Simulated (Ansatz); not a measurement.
Spinel MgAl2O4, treated with PBE (plane waves, PAW; Ansatz, a first-principles code).

Settings: plane-wave cutoff 520 eV, 8×8×8 k mesh, Fermi–Dirac smearing 0.01 eV, scalar-relativistic PAW data made under PBE.

Cell (measured lattice):

```
Al2MgO4
1.0
    0.00000     4.04160     4.04160
    4.04160     0.00000     4.04160
    4.04160     4.04160     0.00000
Mg Al O
2 4 8
Direct
  0.00000   0.00000   0.00000
  0.25000   0.25000   0.25000
  0.62500   0.12500   0.62500
  0.12500   0.62500   0.62500
  0.62500   0.62500   0.12500
  0.62500   0.62500   0.62500
  0.38730   0.83810   0.38730
  0.41190   0.86270   0.86270
  0.38730   0.38730   0.83810
  0.86270   0.41190   0.86270
  0.38730   0.38730   0.38730
  0.86270   0.86270   0.86270
  0.83810   0.38730   0.38730
  0.86270   0.86270   0.41190
```

### Question
Estimate the band gap and smallest direct gap on the k points sampled that the calculation returns.

### Answer

- band gap = 5.44 eV
- smallest direct gap on the k points sampled = 5.45 eV

Measured, for comparison: band gap 7.8 eV (temperature not stated, not corrected to a static lattice; as tabulated in Neo et al. (2023), doi:10.1002/gch2.202200236). Computed (rounded) less measured: band gap -2.36 eV.

Note: cell and atoms aren't relaxed at this level (largest force component 0.25 eV/Å, pressure 5.5 GPa).

Static lattice: no zero-point or thermal effects.

Computing time: about 40 core-seconds (a rough figure).
